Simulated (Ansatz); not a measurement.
PbTe (rocksalt structure)

Computed with Ansatz (plane waves, PAW, 420 eV cutoff): PBEsol, scalar-relativistic, no spin polarisation, 8×8×8 k-mesh, Gaussian smearing of 0.05 eV. The datasets are Ansatz's generated set soft_2.

```yaml
crystal:
  lattice:
    - [0.00000, 3.22150, 3.22150]
    - [3.22150, 0.00000, 3.22150]
    - [3.22150, 3.22150, 0.00000]
  atoms:
    - { symbol: Pb, position: [0.50000, 0.50000, 0.50000] }
    - { symbol: Te, position: [0.00000, 0.00000, 0.00000] }
```

The start was a prototype's sites filled with these elements; the Crystallography Open Database holds the compound in this structure.

Cell and atoms are those of this level's equilibrium.

The cell has space group Fm-3m (read at 0.01 Å). In it the stress is 0.00, 0.00, 0.00, 0.00, 0.00, 0.00 GPa and the largest force component 0.000 eV/Å. Each change below starts from this cell, without further relaxation. Stress is in GPa, positive in compression, in the order xx, yy, zz, yz, xz, xy; energies are counted from the cell above.

Task: What happens when atom 1 (Pb) is moved by 0.08 Å along y?

Result: The energy changes by 1.7 meV per cell, and the force on it along the shift is -0.0475 eV/Å (−F/u = 0.59 eV/Å²). Stress: -0.01, 0.24, -0.01, 0.00, 0.00, 0.00. The gap on the mesh goes from 0.65 eV to 0.69 eV.
```
atom  Fx (eV/Å)      Fy     Fz
 Pb1      0.000  -0.047  0.000
 Te2      0.000   0.047  0.000
```
In a harmonic crystal the energy would rise by −½F·u = ½ × 0.59 × 0.08² eV = 1.9 meV, close to the run's value; the rest is anharmonic or numerical.

Task: A single strain component, atoms carried along, gave the stress 0.00, 0.00, 0.00, 0.00, 0.30, 0.00. Which component, and about how large?

Result: An engineering strain of -2 % in xz; the energy changes by 1.2 meV per cell.

Semilocal functionals underestimate band gaps, commonly by a third or more. No spin–orbit coupling, a notable omission for heavy elements.

Moving the Pb sublattice against Te meets only a weak restoring force, 0.59 eV/Å², as expected for the soft transverse optical mode of this incipient ferroelectric. Half-filled p bonds shared along straight Pb–Te chains make the lattice highly polarisable, so long-range dipolar forces nearly cancel the short-range repulsion. The shift also mixes Te 5p-derived valence states with Pb 6p-derived conduction states, which probably explains why the gap widens from 0.65 to 0.69 eV. The accompanying stress of 0.24 GPa lies almost wholly along the displacement: the crystal would lengthen in that direction, a sign of the coupling between polar distortion and strain.

The undistorted gap is well above the known narrow gap of PbTe, opposite to the usual semilocal error. The likely cause is the missing spin-orbit coupling, which would lower the Pb 6p conduction edge at L. The restoring force supports stability against this one zone-centre displacement at the computed volume, not against modes at other wavevectors.
